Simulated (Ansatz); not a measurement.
C6H8, SMILES `C1=CCCC=C1`. Total charge 0; spin multiplicity 1. The structure was optimised at the PBE0-D4/def2-TZVP level.

```xyz
14

C     0.388    1.059   -1.070
C     1.233    0.725   -0.092
C     0.769   -0.137    1.043
C    -0.310   -1.116    0.598
C    -1.334   -0.449   -0.270
C    -0.984    0.568   -1.062
H     0.703    1.719   -1.871
H     2.243    1.121   -0.074
H     1.607   -0.676    1.491
H     0.370    0.519    1.833
H    -0.779   -1.582    1.467
H     0.149   -1.935    0.023
H    -2.345   -0.843   -0.290
H    -1.709    1.026   -1.726
```

(1) What is the dipole moment at r2SCAN/def2-TZVPP? (Estimate.)

(2) And with PBE, B3LYP, ωB97M-V? (An estimate is asked.)

(3) Give the Mulliken charges with r2SCAN, ωB97M-V, PBE in def2-TZVPP. (Estimate.)

Results:

(1) Computed: 0.52 D, with components (0.11, -0.31, 0.40) D in this frame, pointing from negative to positive charge.

(2) The calculation gave: PBE 0.50 D, B3LYP 0.47 D, ωB97M-V 0.48 D.

(3) The calculation gave: 
| atom | r2SCAN | ωB97M-V | PBE |
| --- | --- | --- | --- |
| C1 | -0.11 | -0.11 | -0.11 |
| C2 | -0.14 | -0.14 | -0.15 |
| C3 | 0.02 | -0.15 | -0.06 |
| C4 | 0.02 | -0.15 | -0.06 |
| C5 | -0.14 | -0.14 | -0.15 |
| C6 | -0.11 | -0.11 | -0.11 |
| H7 | 0.08 | 0.11 | 0.10 |
| H8 | 0.09 | 0.11 | 0.10 |
| H9 | 0.03 | 0.09 | 0.06 |
| H10 | 0.02 | 0.10 | 0.06 |
| H11 | 0.03 | 0.09 | 0.06 |
| H12 | 0.02 | 0.10 | 0.06 |
| H13 | 0.09 | 0.11 | 0.10 |
| H14 | 0.08 | 0.11 | 0.10 |

B3LYP here is the variant with VWN-RPA as its local correlation; programs differ in this.
